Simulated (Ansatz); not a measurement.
Structure from Materials Project entry mp-2828 (possibly hypothetical), not relaxed further.

An input for HfN and the output that it gave: DFT, PBE, all-electron LAPW, scalar-relativistic (Ansatz 0.2.0).

```yaml
crystal:
  lattice:
    - [0.0, 2.2558601243, 2.2558601243]
    - [2.2558601243, 0.0, 2.2558601243]
    - [2.2558601243, 2.2558601243, 0.0]
  atoms:
    - { symbol: Hf, position: [0.0, 0.0, 0.0] }
    - { symbol: "N", position: [0.5, 0.5, 0.5] }
kpoints:
  mp_grid: { grid: [16, 16, 16] }
  band_path:
    path:
      - [0.0, 0.0, 0.0]
      - [0.5, 0.0, 0.5]
      - [0.625, 0.25, 0.625]
      - [0.375, 0.375, 0.75]
      - [0.0, 0.0, 0.0]
      - [0.5, 0.5, 0.5]
      - [0.5, 0.25, 0.75]
      - [0.5, 0.0, 0.5]
    npoints: 8
scf:
  occupations: { method: fermi_dirac, width: 0.05 }
hamiltonian:
  xc: pbe
  pseudopotentials: { kind: all_electron, lapw: { basis_error: 0.0005 } }
output:
  forces: true
  stress: true
  eigenvalues: true
  populations: true
  dos: { projected: true, de: 0.2, e_range: [-14, 8] }
```

The log:

```
Hf: projections on atomic orbitals take those of the free atom 1s2 2s2 2p6 3s2 3p6 3d10 4s2 4p6 4d10 4f14 5s2 5p6 5d2 6s2, of charge +0.00 (hamiltonian.pseudopotentials.projection_atoms)
N: projections on atomic orbitals take those of the free atom 1s2 2s2 2p3, of charge +0.00 (hamiltonian.pseudopotentials.projection_atoms)
LAPW: plane waves up to 9.869 Å⁻¹, error target 5.0e-4 eV per atom; small_component_spin mean_spin; N in spheres of 0.955 Å, 7 of its electrons in bands, Dirac shells []; Hf in spheres of 1.300 Å, 42 of its electrons in bands, Dirac shells []
Engine: ansatz 0.2.0
Pseudopotentials: kind: all_electron
Pseudopotential: Hf, LAPW, valence charge 42, Koelling and Harmon's equation, gaussian nucleus
Pseudopotential: N, LAPW, valence charge 7, Koelling and Harmon's equation, gaussian nucleus
Functional definition: PBE
  parameter kappa = 0.804
  parameter beta = 0.06672455060314922
  exchange = pbe_x(kappa = kappa, mu = beta*pi^2/3)
  correlation = pbe_c(beta = beta)
Crystal: 2 atoms, lattice volume = 22.960 Å³
Basis set: ecut = 371.1114564591865 eV, 339 PW (Γ), exchange–correlation at level 2
Bands: 30, of which v1, the nominal top of the filled ones, is band 25 counted from 1 (24 counted from 0)
Symmetry: 48 space group operations
Space group: Fm-3m (ITA 225), of the structure as read, at distance tolerance 2.8e-5 Å
k-points: 145 of 4096
Non-local potential: Hf, projectors of the file, none
Non-local potential: N, projectors of the file, none
Initial density: superposition of atomic densities (chi_scale 0.1, normalization cell, long waves kept (reshape's long-wave potential 0.00 eV rms))
Initial wavefunctions: plane waves of lowest kinetic energy (no species holds an atomic orbital)
Functional: x = pbe(κ = 0.804, μ = 0.2195149727645171), c = pbe(β = 0.06672455060314922)
iter 1 solved again at ethr=9.43e-3 eV; its pass at ethr=1.00e-1 eV (dr2=4.62e0 eV) is discarded
SCF iter   1: F=—  HF=-411745.647095 eV  |F-HF|=—  |Δ(HF+E_count)|=         —  Δρ=1.25e-1  dr2=4.62e0  ethr=9.43e-3  ⟨swp⟩=2.0  Hψ=27078  notcnv=0
preconditioner: auto → Kerker (q_TF=auto, 3.096 Å⁻¹)  [metal: Δε(μ)=0.073 eV  Ē_g=19.228 eV  σ=0.050 eV  W_gap=0.33  n_scr=14 (ndim 8)  ℏωp=41.7 eV  f_vac=0.000  D(μ)=0.67/eV (n_scr^D=0)]
iter 2 solved again at ethr=4.37e-4 eV; its pass at ethr=9.43e-3 eV (dr2=2.14e-1 eV) is discarded
SCF iter   2: F=—  HF=-411743.758201 eV  |F-HF|=—  |Δ(HF+E_count)|=    1.89e0  Δρ=2.82e-2  dr2=2.14e-1  ethr=4.37e-4  ⟨swp⟩=2.0  Hψ=21935  notcnv=0
SCF iter   3: F=—  HF=-411743.745793 eV  |F-HF|=—  |Δ(HF+E_count)|=         —  Δρ=3.31e-2  dr2=3.62e-1  ethr=4.36e-4  ⟨swp⟩=2.0  Hψ=13723  notcnv=0
the basis was enlarged: its passes take 525.0 KiB over the memory plan, 1 of 1 planned eigensolver slots
SCF iter   4: F=—  HF=-411743.777060 eV  |F-HF|=—  |Δ(HF+E_count)|=   3.13e-2  Δρ=1.61e-2  dr2=8.71e-2  ethr=4.36e-4  ⟨swp⟩=2.0  Hψ=13212  notcnv=0
SCF iter   5: F=—  HF=-411743.693770 eV  |F-HF|=—  |Δ(HF+E_count)|=   8.33e-2  Δρ=4.02e-3  dr2=1.66e-3  ethr=1.78e-4  ⟨swp⟩=2.0  Hψ=13087  notcnv=0
SCF iter   6: F=—  HF=-411743.692963 eV  |F-HF|=—  |Δ(HF+E_count)|=   8.07e-4  Δρ=1.81e-3  dr2=1.12e-3  ethr=3.39e-6  ⟨swp⟩=2.7  Hψ=13204  notcnv=0
SCF iter   7: F=—  HF=-411743.692792 eV  |F-HF|=—  |Δ(HF+E_count)|=   1.71e-4  Δρ=5.10e-4  dr2=6.92e-5  ethr=2.29e-6  ⟨swp⟩=2.0  Hψ=13001  notcnv=0
SCF iter   8: F=—  HF=-411743.692795 eV  |F-HF|=—  |Δ(HF+E_count)|=   3.52e-6  Δρ=1.43e-4  dr2=5.63e-6  ethr=1.41e-7  ⟨swp⟩=2.0  Hψ=13001  notcnv=0
SCF iter   9: F=—  HF=-411743.692794 eV  |F-HF|=—  |Δ(HF+E_count)|=   1.46e-6  Δρ=4.84e-5  dr2=6.15e-7  ethr=1.15e-8  ⟨swp⟩=2.0  Hψ=13007  notcnv=0
SCF iter  10: F=-411743.692794 eV  HF=-411743.692794 eV  |F-HF|=2.85e-9  |Δ(HF+E_count)|=   1.22e-7  Δρ=9.34e-6  dr2=1.61e-8  ethr=1.25e-9  ⟨swp⟩=2.3  Hψ=13063  notcnv=0
SCF 1 converged in 10 iterations: F = -411743.692794 eV  dr2 = 1.61e-8
NSCF: frozen V_eff on 57 k-points
SCF converged after 10 iterations
Free energy (F): -411743.692794 eV
Harris-Foulkes:  -411743.692794 eV  (|F-HF|=2.85e-9)
Internal energy: -411743.687972 eV  (E = F + TS)
E sigma→0 (E₀):  -411743.690383 eV
Entropy (-TS):   -0.004822 eV (-2.411 meV/atom)
Fermi energy:    24.361904 eV
--- Per-component energies (eV) ---
  E_band       = -4386.391449
  E_kinetic    = 457970.561633
  E_xc         = -8605.584465
  E_electrostatic = -861108.665139  (all electrons and nuclei)
  E_smearing   = -0.004822  (= −TS)
  E_closure    = 0.000000  (closes the sum)
  E_atoms      = -411724.663545  (free atoms, spherical and without spin; not in F)
  Σ components = -411743.692794   (vs F -411743.692794, Δ=0.00e0)
  Basis errors (estimates in eV, not in F): energy 1.7e-4 per atom: plane waves 1.5e-4 (8.1e-5 summed), levels above the bands 1.5e-81, relativity 3.1e-8, radial functions 2.2e-5, core shells 5.2e-7; eigenvalues (radial functions only) 1.6e-6; not estimated: angular momenta, meshes, grids; target (lapw.basis_error) 5.0e-4; muffin-tin radii N 0.955 Å, Hf 1.300 Å
--- Forces (eV/Å), atoms counted from 1 ---
  atom   1  Hf     0.00000000     0.00000000    -0.00000000
  atom   2  N      0.00000000    -0.00000000     0.00000000
  max |Σ_I F_I| component: 5.39e-30 eV/Å
--- Stress (GPa, compression-positive) ---
        6.687831       0.000000      -0.000000
        0.000000       6.687831      -0.000000
       -0.000000      -0.000000       6.687831
  P = ⅓ Tr σ = 6.6878 GPa (66.878 kbar)
--- Band table (eV; the first three rows and the last of 145) ---
  k-point 0: bands = ["-353.4158", "-349.8407", "-349.8407", "-349.8407", "-177.7084", "-177.7084", "-177.7058", "-177.7058", "-177.7058", "-38.3784", "-6.7792", "-6.7792", "-6.7792", "6.7998", "11.6788", "11.6788", "11.6788", "11.7115", "11.8129", "11.8129", "11.8129", "21.4063", "21.4063", "21.4063", "23.9781", "23.9781", "23.9781", "26.1504", "26.3091", "26.3091"]
  k-point 1: bands = ["-353.4158", "-349.8407", "-349.8407", "-349.8407", "-177.7084", "-177.7084", "-177.7058", "-177.7058", "-177.7058", "-38.3760", "-6.8202", "-6.7826", "-6.7826", "6.8891", "11.6797", "11.6822", "11.6822", "11.7135", "11.8100", "11.8100", "11.8130", "20.9929", "21.1611", "21.1611", "24.1005", "24.1164", "24.1164", "26.4424", "26.6182", "26.6182"]
  k-point 2: bands = ["-353.4158", "-349.8407", "-349.8407", "-349.8407", "-177.7084", "-177.7084", "-177.7058", "-177.7058", "-177.7058", "-38.3693", "-6.9349", "-6.7922", "-6.7922", "7.1447", "11.6833", "11.6919", "11.6919", "11.7194", "11.8020", "11.8020", "11.8133", "20.0734", "20.5951", "20.5951", "24.3095", "24.4776", "24.4776", "27.1836", "27.4189", "27.4189"]
  k-point 144: bands = ["-353.4158", "-349.8407", "-349.8407", "-349.8407", "-177.7084", "-177.7084", "-177.7058", "-177.7058", "-177.7058", "-38.2954", "-7.3437", "-7.3437", "-7.1314", "8.4562", "11.7302", "11.7425", "11.7425", "11.7662", "11.7662", "11.7902", "11.8324", "18.1946", "18.8482", "18.8482", "25.4857", "25.4857", "29.9073", "29.9124", "30.5454", "34.8449"]
--- Löwdin populations: 2 sites ---
  site symbol       q [e]
     0     Hf     71.2695
     1      N      7.6790
  spilling = 0.000652 (of n_electrons = 79.000000)
```

Spin polarisation is left out, and whether a magnetic state lies lower isn't shown here.
